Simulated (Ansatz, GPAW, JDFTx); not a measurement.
## One calculation of WS2, 3 ways

```
S W
1.0
     1.57900    0.91164    6.16333
    -1.57900    0.91164    6.16333
     0.00000   -1.82327    6.16333
S W
2 1
Cartesian
  0.0000 0.0000 7.7473
  0.0000 0.0000 4.6170
  0.0000 0.0000 0.0000
```

Measurements of this composition are mostly on another form, of space group No. 194.

Alike in all runs: task single point; functional LDA; k mesh 10 × 10 × 10; occupations gaussian, width 0.1 eV; no spin polarisation; no spin-orbit coupling. LDA stands for any of its common fits. Pressure is positive in compression and, in plane waves, holds the error of the finite cutoff, which Ansatz's Pulay term estimates and takes out.

```json
{"program and potentials": "Ansatz, Ansatz PAW", "plane-wave cutoff (eV)": "420", "notes": "potentials made for PBE, which Ansatz adapts in part; Pulay term of +0.02 GPa included", "pressure (GPa)": "-3.65", "largest force (eV/Å)": "0.585"}
{"program and potentials": "GPAW, the program's PAW data sets (release 1.2.1) made for this functional", "plane-wave cutoff (eV)": "600", "notes": "-", "pressure (GPa)": "-4.15", "largest force (eV/Å)": "0.615"}
{"program and potentials": "JDFTx, PseudoDojo-SR-LDA-0.4.1-standard with smoothed tails", "plane-wave cutoff (eV)": "952", "notes": "-", "pressure (GPa)": "-3.98", "largest force (eV/Å)": "0.596"}
```

Force on atom 2 (W), eV/Å:

| program and potentials | x | y | z |
| --- | --- | --- | --- |
| Ansatz, Ansatz PAW | 0.000 | 0.000 | 0.585 |
| GPAW, the program's PAW data sets (release 1.2.1) made for this functional | 0.000 | 0.000 | 0.580 |
| JDFTx, PseudoDojo-SR-LDA-0.4.1-standard with smoothed tails | 0.000 | 0.000 | 0.583 |

The pressure spans -4.15 (GPAW, the program's PAW data sets (release 1.2.1) made for this functional) to -3.65 GPa (Ansatz, Ansatz PAW). The atoms of the given cell lie far from their minimum at this level.

The functional is the same throughout but for its coding, so the spread measures potentials, basis and numerics; runs on potential files found faulty are left out.

The force on W points along the stacking axis, towards the S layer on its longer-bonded side. The coordinates place W slightly off the midplane of its trigonal prism, so this is a restoring force that would nearly even out the two sets of W–S bonds. These bonds are stiff, with strong mixing of W 5d and S 3p states, so even a slight off-centring gives a large force. The force therefore signals a small internal misplacement, not an unstable layer or a polar distortion favoured by the electrons.

The negative pressure in all three runs means that the cell is stretched relative to its LDA equilibrium and would tend to contract. This fits the usual overbinding of LDA, as the layer spacing in the given cell, about 6.16 Å, is close to the measured one. The programs agree much more closely on the W force than on the pressure, so the restoring direction and the tendency to contract are firmer than the size of the stress. The pressure alone can't show how the contraction would divide between the covalent layers and the weakly bound gaps between them.
